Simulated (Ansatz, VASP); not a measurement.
# CaSe in VASP and in Ansatz

```
CELL_PARAMETERS angstrom
0.00000 3.27956 3.27956
3.27956 0.00000 3.27956
3.27956 3.27956 0.00000
ATOMIC_POSITIONS crystal
Ca 0.00000 0.00000 0.00000
Se 0.25000 0.25000 0.25000
```

The cell was built by a generator and needn't be a form met in nature.

Alike in both runs: task single point; functional PBE; k mesh 6 × 6 × 6; occupations fermi-dirac, width 0.02 eV; no spin polarisation.

|  | VASP | Ansatz |
| --- | --- | --- |
| version | VASP 6.6.1 | Ansatz 0.2.0 |
| potentials or method | VASP PAW PBE potentials, release 64 (Ca_sv, Se) | plane waves, PAW |
| plane-wave cutoff (eV) | 520 | 420 |
| valence electrons in the cell | 16 | 26 |

VASP gave:

```
gap on the k mesh at the Fermi level (eV) : 3.21
pressure (GPa)                            : 0.6
```

Problem. What did Ansatz give for the same quantities?

Solution. gap on the k mesh at the Fermi level (eV): 3.21; pressure (GPa): 0.4.

The two sets of potentials don't hold the same shells in valence.

A k mesh can miss the band edges. As with any semilocal functional, this PBE gap is likely too small.
